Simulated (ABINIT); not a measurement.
Input of an ABINIT 10.8.3 (patched build) run:

Contents of run.abi:

```
# Pseudopotentials
pp_dirpath "./"
pseudos "Ge.GGA_PBE-JTH.xml"

# Structure
acell 3*1.0
rprim
    11.2060759190     0.0000000000     0.0000000000
     0.0000000000    11.2060759190     0.0000000000
     0.0000000000     0.0000000000    13.1902883499
ntypat 1
znucl 32
natom 12
typat 1 1 1 1 1 1 1 1 1 1 1 1
xred
     0.3750000000     0.1667000000     0.7500000000
     0.3333000000     0.8750000000     0.5000000000
     0.6250000000     0.8333000000     0.2500000000
     0.6667000000     0.1250000000     0.0000000000
     0.8750000000     0.3333000000     0.5000000000
     0.8333000000     0.6250000000     0.7500000000
     0.1250000000     0.6667000000     0.0000000000
     0.1667000000     0.3750000000     0.2500000000
     0.5750000000     0.4250000000     0.2500000000
     0.9250000000     0.9250000000     0.5000000000
     0.4250000000     0.5750000000     0.7500000000
     0.0750000000     0.0750000000     0.0000000000

# Plane-wave basis
ecut 22.0
pawecutdg 44.0
pawxcdev 0

# k points
kptopt 1
ngkpt 5 5 4
nshiftk 1
shiftk 0.0 0.0 0.0

# Exchange and correlation
ixc 11

# Bands and occupations
nband 101
occopt 3
tsmear 0.05 eV

# SCF cycle
nstep 100
tolvrs 1.0e-9

# Output
iomode 3
prtwf 0
prtden 0
prteig 0
prtebands 0
prtvol 2
```

Potentials or basis: JTH PAW PBE v2.0.

Run with:

```sh
$ abinit run.abi > log 2>&1
```

Q: What does it give for the largest force?

A: 0.893 eV/Å.

Q: Predict the pressure.

A: 3.5 GPa.

Q: What does it give for the band gap on the k mesh?

A: 0.70 eV, direct.

Forces on the atoms (eV/Å):
```
Ge  -0.341 -0.189  0.074
Ge   0.189 -0.341  0.074
Ge   0.341  0.189  0.074
Ge  -0.189  0.341  0.074
Ge  -0.341  0.189 -0.074
Ge   0.189  0.341 -0.074
Ge   0.341 -0.189 -0.074
Ge  -0.189 -0.341 -0.074
Ge   0.632 -0.632  0.000
Ge  -0.632 -0.632  0.000
Ge  -0.632  0.632  0.000
Ge   0.632  0.632  0.000
```

Caveat: an odd mesh through Γ misses points on the zone boundary, where band edges often lie.

The gap isn't set beside the measured one, since this odd mesh misses points on the zone boundary.
